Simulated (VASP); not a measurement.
# Ge: relaxation of the atoms with r2SCAN

The system is Ge.

```
Ge
1.0
     1.48805   -2.59469    0.00000
     1.48805    2.59469    0.00000
     0.00000    0.00000    4.72760
Ge
2
Direct
  0.35929 0.67303 0.22562
  0.66796 0.31296 0.75307
```

This isn't the form of Ge at room conditions, which is diamond.

The cell isn't the ideal one: atoms moved at random, drawn with an rms of 0.1 Å.

```
Program                : VASP 6.6.1
Task                   : relaxation of the atoms
Functional             : r2SCAN
Potentials or basis    : VASP PAW PBE potentials, release 64 (Ge_d)
Cutoff                 : 520 eV
k mesh                 : 7 × 7 × 5
Occupations            : gaussian, width 0.05 eV
Spin                   : no spin polarisation
Optimiser              : BFGS
Further INCAR settings : ALGO = Normal; EDIFF = 1.00e-06
```

```json
{
 "Energy gained by relaxing": "10.9 meV/atom",
 "Ionic steps": "4",
 "Pressure after relaxing": "1.9 GPa",
 "Largest force after relaxing": "0.014 eV/Å",
 "Band gap on the k mesh": "none (metal or under the smearing width)"
}
```

Forces in eV/Å, atoms in the order of the input:
```
Ge  -0.004 -0.001  0.013
Ge   0.004  0.001 -0.013
```

Stress tensor (GPa, compression positive):
```
1.99 0.16 0.13
0.16 2.01 0.01
0.13 0.01 1.59
```

Step by step:
| step | energy change (eV) | largest force (eV/Å) | pressure (GPa) |
| --- | --- | --- | --- |
| 1 | 0.0000 | 0.3787 | 2.56 |
| 2 | -0.0038 | 0.3374 | 2.42 |
| 3 | -0.0209 | 0.0735 | 1.89 |
| 4 | -0.0219 | 0.0138 | 1.86 |

Final structure:
```xyz
2
Lattice="1.4881 -2.5947 0.0000 1.4881 2.5947 0.0000 0.0000 0.0000 4.7276" Properties=species:S:1:pos:R:3 pbc="T T T"
Ge    1.5352    0.8137    1.1285
Ge    1.4606   -0.9208    3.4983
```

Levels at points of the mesh, in eV from the Fermi level:
| k point | band 10 | band 11 | band 12 | band 13 | band 14 | band 15 | band 16 | band 17 | band 18 |
| --- | --- | --- | --- | --- | --- | --- | --- | --- | --- |
| (0.00, 0.00, 0.00) | -25.33 | -14.11 | -7.83 | -5.89 | 6.84 | 7.15 | 8.98 | 9.43 | 10.68 |

Wall time 10 min on 1 thread of Intel(R) Xeon(R) Platinum 8259CL CPU @ 2.50GHz (Skylake/Cascade Lake), with other jobs on the host, peak memory 0.2 GiB.

Caveat: the PAW data sets were made with another functional, which shifts forces and pressure a little.
